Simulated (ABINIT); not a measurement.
Runs of ABINIT 10.8.3 (patched build) on Zr. The structure is hexagonal, space group P6_3/mmc (No. 194). The conventional cell has a = 3.232 Å, b = 3.232 Å, c = 5.147 Å, α = 90.00°, β = 90.00°, γ = 120.00°. Zr (site symmetry -6m2) is surrounded by 12 Zr at 3.18 to 3.23 Å. 

```csv
task,level,potentials or basis,cell,k mesh,cutoff (eV),smearing,bands in the sums,broadening (eV),scissor shift (eV),tensor components,fine-grid cutoff,gap on the mesh (eV),pressure (GPa)
optical spectrum,PBE,PseudoDojo NC SR PBE v0.5 stringent,as given,"16 × 16 × 8, shifted",789,cold (ABINIT) 0.136 eV,24,0.05,0,"[11, 33]",-,-,0.1
single point,LDA,JTH PAW LDA v2.0,cell relaxed,7 × 7 × 4,463,fermi-dirac 0.05 eV,-,-,-,-,925.187 eV,none,(a)
single point,PBE,PseudoDojo NC SR PBE v0.5 stringent,as given,7 × 7 × 4,789,fermi-dirac 0.05 eV,-,-,-,-,-,none,0.2
elastic constants,LDA,JTH PAW LDA v2.0,cell relaxed at zero pressure by an earlier run,16 × 16 × 8,463,fermi-dirac 0.1 eV,-,-,-,-,925.187 eV,none,0.0
relaxation of cell and atoms,LDA,JTH PAW LDA v2.0,relaxed,7 × 7 × 4,463,fermi-dirac 0.05 eV,-,-,-,-,925.187 eV,none,0.0
```

Alike in all rows: no spin polarisation.

**Question.** Estimate the missing entries.

**Answer.** (a) -0.1.

Caveats: the intraband (Drude) term is left out (some runs); spectra need much finer meshes, so this one isn't converged (some runs); independent-particle spectra lack excitons (some runs); the mesh is coarse for a metal's response (some runs).

A k mesh can miss the band edges, and the runs leave out spin-orbit coupling on Zr.

A gap of «none» marks a metal or a gap under the smearing width.
